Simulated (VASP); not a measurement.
Input of a VASP 6.6.1 run:

INCAR

```
SYSTEM = K
PREC = Accurate
ENCUT = 520
EDIFF = 1E-6
ISMEAR = 0
SIGMA = 0.1
LREAL = .FALSE.
LASPH = .TRUE.
NELM = 100
ALGO = Fast
ISIF = 2
LWAVE = .FALSE.
LCHARG = .TRUE.
GGA = PE
LELF = .TRUE.
LVHAR = .TRUE.
NBANDS = 16
```

Contents of KPOINTS:

```
regular mesh
0
G
  6 6 6
  0 0 0
```

Contents of POSCAR:

```
K
1.0
   -2.2081090471      2.2081090471      8.0458679461
    2.2081090471     -2.2081090471      8.0458679461
    2.2081090471      2.2081090471     -8.0458679461
K
2
Direct
    0.2500000000      0.7500000000      0.5000000000
    0.5000000000      0.5000000000      0.0000000000
```

Potentials or basis: VASP PAW PBE potentials, release 64 (K_sv).

The run is started by

```bash
$ cat potpaw_PBE.64/K_sv/POTCAR > POTCAR
$ mpirun -np 1 vasp_std > vasp.out
```

Problem. Predict the band gap on the k mesh.

Solution. None (metal or under the smearing width).

Problem. Predict the pressure.

Solution. -0.1 GPa.
